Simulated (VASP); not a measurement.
Crystal: Co.

```
CELL_PARAMETERS angstrom
0.00000 2.31372 2.31372
2.31372 0.00000 2.31372
2.31372 2.31372 0.00000
ATOMIC_POSITIONS crystal
Co 0.50000 0.50000 0.50000
Co 0.75000 0.75000 0.75000
```

The cell was built by a generator and needn't be a form met in nature.

| Property | Result |
| --- | --- |
| Program | VASP 6.6.1 |
| Task | relaxation of cell and atoms |
| Functional | PBEsol |
| Potentials or basis | VASP PAW PBE potentials, release 64 (Co) |
| Cutoff | 600 eV |
| k mesh | 6 × 6 × 6 |
| Occupations | gaussian, width 0.1 eV |
| Spin | no spin polarisation |

At the start: pressure 25.1 GPa; volume 12.39 Å³/atom.

Q: How do energy, volume and symmetry change on relaxing?

A: Over 3 steps the energy falls by 113.9 meV/atom and the volume is 14.08 Å³/atom (+13.7 %); space group Fd-3m (No. 227, to 0.05 Å).

The path:
```csv
step,energy change (eV),largest force (eV/Å),pressure (GPa),volume (Å³)
1,0.0000,0.0000,25.08,24.77
2,0.0084,0.0000,-15.32,32.39
3,-0.2279,0.0000,-0.36,28.15
```

Final structure:
```xyz
2
Lattice="0.0000 2.4146 2.4146 2.4146 0.0000 2.4146 2.4146 2.4146 0.0000" Properties=species:S:1:pos:R:3 pbc="T T T"
Co    2.4146    2.4146    2.4146
Co    3.6219    3.6219    3.6219
```

Caveat: the k mesh is coarse (spacing up to 0.39 Å⁻¹), so the values aren't converged; the PAW data sets were made with another functional, which shifts forces and pressure a little; the run has no spin polarisation, though such a crystal can be magnetic.
